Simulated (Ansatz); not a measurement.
# MnO2: the cost of one run

Method: DFT LDA+U (U_eff = 4 eV on Mn d), plane waves, PAW, in Ansatz 0.2.0.

## Step 1: The starting structure

Symmetry: Fm-3m, No. 225, cubic system. The conventional cell has a = 4.626 Å, b = 4.626 Å, c = 4.626 Å, α = 90.00°, β = 90.00°, γ = 90.00°. Around Mn (site symmetry m-3m) lie 8 O at 2.00 Å. Around O (site symmetry -43m) lie 4 Mn at 2.00 Å.

As a file:

```
CELL_PARAMETERS angstrom
0.00000 2.31287 2.31287
2.31287 0.00000 2.31287
2.31287 2.31287 0.00000
ATOMIC_POSITIONS crystal
Mn 0.00000 0.00000 0.00000
O 0.25000 0.25000 0.25000
O 0.75000 0.75000 0.75000
```

Magnetic order typed: ferromagnetic.

## Step 2: From atoms, symmetry kept, no search

The input, input.yaml:

```yaml
crystal:
  lattice:
    - [0.0, 2.31287449, 2.31287449]
    - [2.31287449, 0.0, 2.31287449]
    - [2.31287449, 2.31287449, 0.0]
  atoms:
    - { symbol: Mn, position: [0.0, 0.0, 0.0], spin: 3.0 }
    - { symbol: O, position: [0.25, 0.25, 0.25] }
    - { symbol: O, position: [0.75, 0.75, 0.75] }
basis:
  ecutwfc: 420
  ecutrho_ratio: 4
kpoints:
  mp_grid: { grid: [7, 7, 7] }
hamiltonian:
  xc: lda
  hubbard: { sites: [{ site: 0, l: d, u_eff: 4.0 }] }
scf:
  occupations: { method: gaussian, width: 0.05 }
  lower_state_search: "off"
  max_iter: 150
output:
  forces: true
  stress: true
  eigenvalues: true
  populations: true
  hubbard: { sites: [{ site: 0, l: d }] }
magnetization:
  spin_polarized: true
```

On the command line:

```console
$ ansatz run input.yaml --threads 2 --pin off --max-ram 3072MiB --backend cpu --events-out ev --progress --plain --runs-dir out
```

**Question.** How long does this run take on 2 threads of Arm Neoverse N1, shared host, and how much memory does it need?

About 3.2 s, with a peak of 0.37 GiB.
